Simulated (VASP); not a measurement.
Here is a VASP 6.6.1 calculation.

File INCAR:

```
SYSTEM = TaS2
PREC = Accurate
ENCUT = 600
EDIFF = 1E-7
ISMEAR = -1
SIGMA = 0.05
LREAL = .False.
LASPH = .True.
NELM = 100
ALGO = Normal
ISIF = 3
LWAVE = .False.
LCHARG = .False.
GGA = RP
IVDW = 11
IBRION = 2
NSW = 40
EDIFFG = -0.01
```

File KPOINTS:

```
Automatic mesh
0
Gamma
  9 9 5
  0 0 0
```

File POSCAR:

```
TaS2
1.0
    3.3500000000      0.0000000000      0.0000000000
   -1.6750000000      2.9011851027      0.0000000000
    0.0000000000      0.0000000000      5.8600000000
Ta S
1 2
Direct
    0.0000000000      0.0000000000      0.0000000000
    0.6666666667      0.3333333333      0.7500000000
    0.3333333333      0.6666666667      0.2500000000
```

Potentials or basis: VASP PAW PBE potentials, release 64 (Ta_pv, S).

Run with:

```console
$ cat potpaw_PBE.64/Ta_pv/POTCAR potpaw_PBE.64/S/POTCAR > POTCAR
$ mpirun -np 1 vasp_std > vasp.out
```

Estimate the relaxed cell.

a = 3.371 Å, b = 3.371 Å, c = 5.953 Å, α = 90.00°, β = 90.00°, γ = 120.00°.

Estimate the relaxed volume.

19.53 Å³/atom.

Predict the band gap on the k mesh.

none (metal or under the smearing width).

Final structure:
```
CELL_PARAMETERS angstrom
3.37092 0.00000 0.00000
-1.68546 2.91931 0.00000
0.00000 0.00000 5.95267
ATOMIC_POSITIONS crystal
Ta 0.00000 0.00000 0.00000
S 0.66667 0.33333 0.74217
S 0.33333 0.66667 0.25783
```

Caveat: the PAW data sets were made with another functional, which shifts forces and pressure a little. Zero-point motion and thermal expansion aren't in these numbers.
